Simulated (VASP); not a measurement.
Set up this calculation in VASP 6.6.1, as the native input.

```
Task                   : relaxation of cell and atoms
Functional             : LDA
Potentials or basis    : VASP PAW LDA potentials, release 64 (Ti_sv, Si)
Cutoff                 : 600 eV
k mesh                 : 5 × 5 × 5
Occupations            : tetrahedron
Spin                   : no spin polarisation
Further INCAR settings : ADDGRID = True; ALGO = Normal; EDIFF = 1e-06; ISYM = 1; IBRION = 2; EDIFFG = -0.02; NSW = 60; ISIF = 3
```

The structure of TiSi2 lies in POSCAR:

```
TiSi2
1.0
    0.0000000000      4.1175163063      4.2628978354
    2.3895119538      0.0000000000      4.2628978354
    2.3895119538      4.1175163063      0.0000000000
Ti Si
2 4
Direct
    0.7500000000      0.7500000000      0.7500000000
    0.5000000000      0.5000000000      0.5000000000
    0.4125656100      0.0874343900      0.4125656100
    0.0874343900      0.4125656100      0.0874343900
    0.1625656100      0.8374343900      0.1625656100
    0.8374343900      0.1625656100      0.8374343900
```

The cell is a database's computed one.

These files were run (other wordings do the same):

INCAR

```
PREC = Accurate
ENCUT = 600
EDIFF = 1E-6
ISMEAR = -5
SIGMA = 0.2
LREAL = F
LASPH = T
NELM = 100
ALGO = Normal
ISIF = 3
LWAVE = F
LCHARG = F
GGA = CA
IBRION = 2
NSW = 60
EDIFFG = -0.02
PSTRESS = 0
ISYM = 1
ADDGRID = T
```

KPOINTS

```
Automatic mesh
0
Gamma
  5 5 5
```

Potentials or basis: VASP PAW LDA potentials, release 64 (Ti_sv, Si).

The run is started by

```sh
$ cat potpaw_LDA.64/Ti_sv/POTCAR potpaw_LDA.64/Si/POTCAR > POTCAR
$ mpirun -np 1 vasp_std > vasp.out
```

It gave:

```
Relaxed volume                         : 13.51 Å³/atom
Relaxed cell                           : a = 5.856 Å, b = 4.841 Å, c = 4.695 Å, α = 75.75°, β = 53.25°, γ = 51.00°
Space group after relaxing (to 0.05 Å) : Fddd (No. 70)
Energy gained by relaxing              : 7.7 meV/atom
Ionic steps                            : 8
Pressure after relaxing                : 0.0 GPa
Largest force after relaxing           : 0.003 eV/Å
Band gap on the k mesh                 : none (metal or under the smearing width)
```

Caveat: tetrahedron occupations give inexact forces and stress in metals.

Run time: 11 min on 1 thread of AMD EPYC 7R43 64-Core Processor (Zen 3), with other jobs on the host, peak memory 0.39 GiB.
